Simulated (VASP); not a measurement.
# Pr (Im-3m) in VASP: further runs

Aim: see how the results for Pr move with the level of theory and the settings. Levels: PBE, revPBE, BLYP. Tasks: single point.

Everything below comes from runs of VASP 6.6.1. Logs are shortened: lines on timing, memory, paths and dates and some standing lists are left out, and cuts for length are marked.

**1. The crystal as given**

Symmetry: Im-3m, No. 229, cubic system. The conventional cell has a = 4.195 Å, b = 4.195 Å, c = 4.195 Å, α = 90.00°, β = 90.00°, γ = 90.00°. Pr (site symmetry m-3m) is surrounded by 8 Pr at 3.63 Å.

This isn't the form of Pr at room conditions, which is double hcp.

**2. Single point, PBE, collinear spin, typed start (volume scaled by 1.04)**

Input file INCAR:

```
SYSTEM = Pr
PREC = Accurate
ENCUT = 520
EDIFF = 1E-6
ISMEAR = -1
SIGMA = 0.05
LREAL = .FALSE.
LASPH = .TRUE.
NELM = 150
ALGO = Fast
ISIF = 2
LWAVE = .FALSE.
LCHARG = .TRUE.
ISPIN = 2
MAGMOM = 2
LORBIT = 11
LMAXMIX = 6
GGA = PE
LELF = .TRUE.
LVHAR = .TRUE.
NBANDS = 16
```

Input file KPOINTS:

```
regular mesh
0
G
  9 9 9
  0 0 0
```

Input file POSCAR:

```
Pr
1.0
   -2.1249723214      2.1249723214      2.1249723214
    2.1249723214     -2.1249723214      2.1249723214
    2.1249723214      2.1249723214     -2.1249723214
Pr
1
Direct
    0.0000000000      0.0000000000      0.0000000000
```

Potentials or basis: VASP PAW PBE potentials, release 64 (Pr).

Command:

```console
$ cat potpaw_PBE.64/Pr/POTCAR > POTCAR
$ mpirun -np 1 vasp_std > vasp.out
```

OUTCAR:

```text
SYSTEM = Pr
   PREC = Accurate
   ENCUT = 520
   EDIFF = 1E-6
   ISMEAR = -1
   LREAL = .FALSE.
   LASPH = .TRUE.
   NELM = 150
   ISIF = 2
   ISPIN = 2
   LORBIT = 11
   GGA = PE

 ion  position               nearest neighbor table
   1  0.000  0.000  0.000-

  LATTYP: Found a body centered cubic cell.
 ALAT       =     4.2499446428

  Lattice vectors:

 A1 = (  -2.1249723214,   2.1249723214,   2.1249723214)
 A2 = (   2.1249723214,  -2.1249723214,   2.1249723214)
 A3 = (   2.1249723214,   2.1249723214,  -2.1249723214)

Analysis of symmetry for initial positions (statically):
=====================================================================
 Subroutine PRICEL returns:
 Original cell was already a primitive cell.

 Routine SETGRP: Setting up the symmetry group for a
 body centered cubic supercell.

 Subroutine GETGRP returns: Found 48 space group operations
 (whereof 48 operations were pure point group operations)
 out of a pool of 48 trial point group operations.

The static configuration has the point symmetry O_h .

Analysis of symmetry for dynamics (positions and initial velocities):
=====================================================================
 Subroutine PRICEL returns:
 Original cell was already a primitive cell.

 Routine SETGRP: Setting up the symmetry group for a
 body centered cubic supercell.

 Subroutine GETGRP returns: Found 48 space group operations
 (whereof 48 operations were pure point group operations)
 out of a pool of 48 trial point group operations.

The dynamic configuration has the point symmetry O_h .

Analysis of structural, dynamic, and magnetic symmetry:
=====================================================================
 Subroutine PRICEL returns:
 Original cell was already a primitive cell.

 Routine SETGRP: Setting up the symmetry group for a
 body centered cubic supercell.

 Subroutine GETGRP returns: Found 48 space group operations
 (whereof 48 operations were pure point group operations)
 out of a pool of 48 trial point group operations.

The overall configuration has the point symmetry O_h .

 Subroutine INISYM returns: Found 48 space group operations
 (whereof 48 operations are pure point group operations),
 and found     1 'primitive' translations

----------------------------------------------------------------------------------------

                                     Primitive cell

  volume of cell :      38.3813

  direct lattice vectors                    reciprocal lattice vectors
[... 103 lines left out ...]
   IMIX   =      4    mixing-type and parameters
     AMIX     =   0.40;   BMIX     =  1.00
     AMIX_MAG =   1.60;   BMIX_MAG =  1.00
  volume/ion in A,a.u.               =      38.38       259.01
  Fermi-wavevector in a.u.,A,eV,Ry     =   1.141167  2.156494 17.718363  1.302263
  Thomas-Fermi vector in A             =   2.277868
   LORBIT       =     11    0 simple, 1 ext, 2 COOP (PROOUT), +10 PAW based schemes
   GGA     = PE    functional components
   LHFCALC =     F    Hartree Fock is set to
   AEXX    =    0.0000 exact exchange contribution
   IVDW    =     0    specifies the selected vdW correction
   LEPSILON=     F    determine dielectric tensor
   LRPA    =     F    only Hartree local field effects (RPA)
 spin polarized calculation
 RMM-DIIS sequential band-by-band and
  energy-cutoff  :      520.00
  volume of cell :       38.38
 maximum number of plane-waves:      1055
   NGX = 13   NGY = 13   NGZ = 13

 number of electron      12.9999998 magnetization       2.8089977

 Free energy of the ion-electron system (eV)
  ---------------------------------------------------
  ext. energy  EPLUGINS =         0.00000000
  ---------------------------------------------------
  free energy    TOTEN  =        -5.47361401 eV

  energy without entropy =       -5.43881402  energy(sigma->0) =       -5.45621402

 E-fermi :   5.3199     XC(G=0):  -9.4672

 val. band max:        5.3088652584   @ k =  -0.4444  -0.4444   0.2222
 cond. band min:       5.3226734358   @ k =  -0.4444   0.4444   0.3333
 fundamental gap:      0.0138081774
 Fermi energy:         5.3198602787

 spin component 1

 k-point     1 :       0.0000    0.0000    0.0000
  band No.  band energies     occupation
      1     -30.7888      1.00000
      2     -12.3421      1.00000
      3     -12.3421      1.00000
      4     -12.3421      1.00000
      5       1.4780      1.00000
      6       4.9407      0.99949
[... 435 lines left out ...]
      5       4.0765      1.00000
      6       5.0123      0.99787
[... 8 lines left out ...]
     15       8.1934      0.00000
     16      10.2210      0.00000

 [... further k-points ...]

 spin component 2

 k-point     1 :       0.0000    0.0000    0.0000
  band No.  band energies     occupation
      1     -29.6737      1.00000
      2     -11.4505      1.00000
      3     -11.4505      1.00000
      4     -11.4505      1.00000
      5       2.0840      1.00000
      6       7.0853      0.00000
[... 435 lines left out ...]
      5       4.6711      1.00000
      6       6.0488      0.00000
[... 8 lines left out ...]
     15       8.9315      0.00000
     16      10.8901      0.00000

 [... further k-points ...]

------------------------ aborting loop because EDIFF is reached ----------------------------------------

  FORCE on cell =-STRESS in cart. coord.  units (eV):
  Direction    XX          YY          ZZ          XY          YZ          ZX
  --------------------------------------------------------------------------------------
  -------------------------------------------------------------------------------------
  Total       -0.5018333     -0.5018333     -0.5018333      0.0000000      0.0000000     -0.0000000
  in kB      -20.9483692    -20.9483692    -20.9483692      0.0000000      0.0000000     -0.0000000
  external PRESSURE =     -20.9483692 kB  Pullay stress =       0.0000000 kB

 VOLUME and BASIS-vectors are now :
 -----------------------------------------------------------------------------
  energy-cutoff  :      520.00
  volume of cell :       38.38
      direct lattice vectors                 reciprocal lattice vectors
    -2.124972321  2.124972321  2.124972321     0.000000000  0.235297182  0.235297182
     2.124972321 -2.124972321  2.124972321     0.235297182  0.000000000  0.235297182
     2.124972321  2.124972321 -2.124972321     0.235297182  0.235297182  0.000000000

 POSITION                                       TOTAL-FORCE (eV/Angst)
 -----------------------------------------------------------------------------------
      0.00000      0.00000      0.00000        -0.000000      0.000000     -0.000000
 -----------------------------------------------------------------------------------
    total drift:                               -0.000000     -0.000000      0.000000

  FREE ENERGIE OF THE ION-ELECTRON SYSTEM (eV)
  ---------------------------------------------------
  free  energy   TOTEN  =        -5.4736140101 eV

  energy  without entropy=       -5.4388140235  energy(sigma->0) =       -5.45621402

 total charge

# of ion       s       p       d       f       tot
--------------------------------------------------
    1        1.997   5.295   0.504   2.212  10.008

 magnetization (x)

# of ion       s       p       d       f       tot
--------------------------------------------------
    1       -0.013  -0.027   0.133   2.182   2.275
```

Run time: 1.7 min. Hardware: 1 thread of Intel Xeon Platinum 8488C (Sapphire Rapids), shared host; peak memory 0.2 GiB.

What came out:

* Free energy: -5.4736 eV
* Pressure: -2.1 GPa
* Band gap on the k mesh: none (metal or under the smearing width)
* Net moment: 2.81 μB per cell
* Site moments: Pr +2.27 μB
* Valence electrons inside the program's atomic spheres: Pr 10.01

Caveat: the magnetic or orbital state may not be the lowest; spin-orbit coupling is left out, which moves the levels of the heavy elements. The state reached can hang on the start; a lower one may exist.

**3. Single point, PBE, collinear spin, typed start (volume scaled by 0.96)**

Input file INCAR:

```
SYSTEM = Pr
ALGO = Normal ; EDIFF = 1E-6
ENCUT = 520 ; GGA = PE
ISIF = 2 ; ISMEAR = -1
ISPIN = 2 ; LASPH = .True.
LCHARG = .False. ; LMAXMIX = 6
LORBIT = 11 ; LREAL = .False.
LWAVE = .False. ; MAGMOM = 2
NBANDS = 16 ; NELM = 150
PREC = Accurate ; SIGMA = 0.05
```

Input file KPOINTS:

```
k-points
0
Gamma
  9 9 9
  0 0 0
```

Input file POSCAR:

```
Pr
1.0
   -2.0690258125      2.0690258125      2.0690258125
    2.0690258125     -2.0690258125      2.0690258125
    2.0690258125      2.0690258125     -2.0690258125
Pr
1
Direct
    0.0000000000      0.0000000000      0.0000000000
```

Potentials or basis: VASP PAW PBE potentials, release 64 (Pr).

Command:

```console
$ cat potpaw_PBE.64/Pr/POTCAR > POTCAR
$ mpirun -np 1 vasp_std > vasp.out
```

Wall time 62 s (1 thread of Intel Xeon Platinum 8488C (Sapphire Rapids), shared host); peak memory 0.19 GiB.

The run converged. Its results:

| Quantity | Value |
| --- | --- |
| Free energy | -5.4985 eV |
| Pressure | -0.8 GPa |
| Band gap on the k mesh | none (metal or under the smearing width) |
| Net moment | 2.78 μB per cell |
| Site moments | Pr +2.25 μB |
| Valence electrons inside the program's atomic spheres | Pr 10.02 |

Levels at points of the mesh, in eV from the Fermi level:
Spin up:
```
           k point  band 6  band 7  band 8  band 9  band 10  band 11
(0.00, 0.00, 0.00)   -0.42   -0.42   -0.42    0.67     0.67     0.67
```
Spin down:
| k point | band 2 | band 3 | band 4 | band 5 | band 6 | band 7 | band 8 | band 9 |
| --- | --- | --- | --- | --- | --- | --- | --- | --- |
| (0.00, 0.00, 0.00) | -16.61 | -16.61 | -16.61 | -3.21 | 1.73 | 1.73 | 1.73 | 1.76 |

Caveat: the magnetic or orbital state may not be the lowest; spin-orbit coupling is left out, which moves the levels of the heavy elements. The state reached can hang on the start; a lower one may exist.

[end of part 1 of 2]
